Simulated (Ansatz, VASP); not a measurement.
# One calculation of CaO, two programs

```
Ca O
1.0
     0.00000    2.44900    2.41227
     2.44900    0.00000    2.41227
     2.44900    2.44900    0.00000
Ca O
1 1
Direct
  0.00000 0.00000 0.00000
  0.50000 0.50000 0.50000
```

Change from the starting cell: strain +0.000 along x and y, -0.015 along z, atoms carried along.

Alike in both runs: task single point; functional LDA; k mesh 8 × 8 × 8; occupations gaussian, width 0.05 eV; no spin polarisation.

```csv
,VASP,Ansatz
version,VASP 6.6.1,Ansatz 0.2.0
potentials or method,"VASP PAW LDA potentials, release 64 (Ca_sv, O)","scalar-relativistic, plane waves, PAW"
plane-wave cutoff (eV),520,420
valence electrons in the cell,16,16
```

```tsv
	VASP	Ansatz	Ansatz less VASP
gap on the k mesh at the Fermi level (eV)	3.42	3.45	+0.026
least direct gap on the mesh (eV)	3.85	3.88	+0.026
pressure (GPa)	-10.0	-10.6	-0.63
largest component of the traceless stress (GPa)	1.14	1.07	-0.069
```

A k mesh can miss the band edges.
